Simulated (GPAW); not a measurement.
Runs of GPAW 26.7.0 on V. It takes space group Im-3m (No. 229, cubic). The conventional cell has a = 3.029 Å, b = 3.029 Å, c = 3.029 Å, α = 90.00°, β = 90.00°, γ = 90.00°. V (site symmetry m-3m) has 8 V at 2.62 Å as nearest neighbours. 

```tsv
task	level	potentials or basis	cell	smearing	optimizer	fmax	max steps	convergence	band path	gap on the mesh (eV)	pressure (GPa)	moment (μB)	relaxed volume (Å³/atom)
relaxation of cell and atoms	PBEsol+D3(BJ)	PAW data sets generated in the run's folder for this functional, pw	relaxed	fermi-dirac 0.05 eV	LBFGS	0.01 eV/Å	60	density=1e-05 forces=0.0001	-	none	0.0	0.00	12.48
band structure	RPBE	the program's PAW data sets (release 1.2.1) made for this functional, pw	as given	fermi-dirac 0.05 eV	-	-	-	-	GHNGPH,PN	-	0.3	0.00	-
single point	PBE	GPAW PAW data sets (gpaw-data 1.2.1), pw	as given	gaussian 0.015 eV	-	-	-	-	-	none	-4.2	0.11	-
single point	PBE	GPAW PAW data sets (gpaw-data 1.2.1), pw	as given	gaussian 0.028 eV	-	-	-	-	-	none	-4.2	0.11	-
relaxation of cell and atoms	PBE+D4	GPAW PAW data sets (gpaw-data 1.2.1), pw	relaxed	fermi-dirac 0.05 eV	BFGS	0.02 eV/Å	60	density=1e-05 forces=0.0001	-	none	0.1	0.00	13.26
single point	PBE	GPAW PAW data sets (gpaw-data 1.2.1), pw	as given	fermi-dirac 0.05 eV	-	-	-	-	-	none	(a)	0.00	-
single point	PBE	GPAW PAW data sets (gpaw-data 1.2.1), pw	as given	gaussian 0.026 eV	-	-	-	-	-	none	-4.2	0.11	-
single point	PBE	GPAW PAW data sets (gpaw-data 1.2.1), pw	as given	gaussian 0.018 eV	-	-	-	-	-	none	-4.2	0.11	-
single point	PBE	GPAW PAW data sets (gpaw-data 1.2.1), pw	as given	gaussian 0.024 eV	-	-	-	-	-	none	-4.2	0.11	-
relaxation of cell and atoms	BLYP+D3(BJ)	PAW data sets generated in the run's folder for this functional, pw	relaxed	fermi-dirac 0.05 eV	BFGS	0.01 eV/Å	40	density=1e-05 forces=0.0001	-	none	-0.1	0.00	12.34
single point	PBE	GPAW PAW data sets (gpaw-data 1.2.1), pw	the cell as VASP's run set it	gaussian 0.02 eV	-	-	-	-	-	none	-4.2	0.11	-
hyperfine couplings	PW91	PAW data sets generated in the run's folder for this functional, pw	as given	fermi-dirac 0.05 eV	-	-	-	-	-	none	(b)	0.00	-
```

Alike in all rows: spin collinear, ferromagnetic start; k mesh 12 × 12 × 12; cutoff (eV) 600.

Fill in the values left out.

(a) -4.3; (b) -5.0.

Caveats: each step starts from the last one's moments, so a moment once lost doesn't come back (some runs); later steps reuse the first step's grids (some runs); pairwise dispersion overbinds metals, which lowers pressure and volume (some runs); the volume moved by -10 % from the deposited cell, more than functionals usually miss (some runs); the volume moved by -11 % from the deposited cell, more than functionals usually miss (some runs); the dipolar part lacks the spin inside other atoms' spheres (some runs).

A k mesh can miss the band edges.

A gap of «none» marks a metal or a gap under the smearing width.

Not every run made on this cell is shown here.
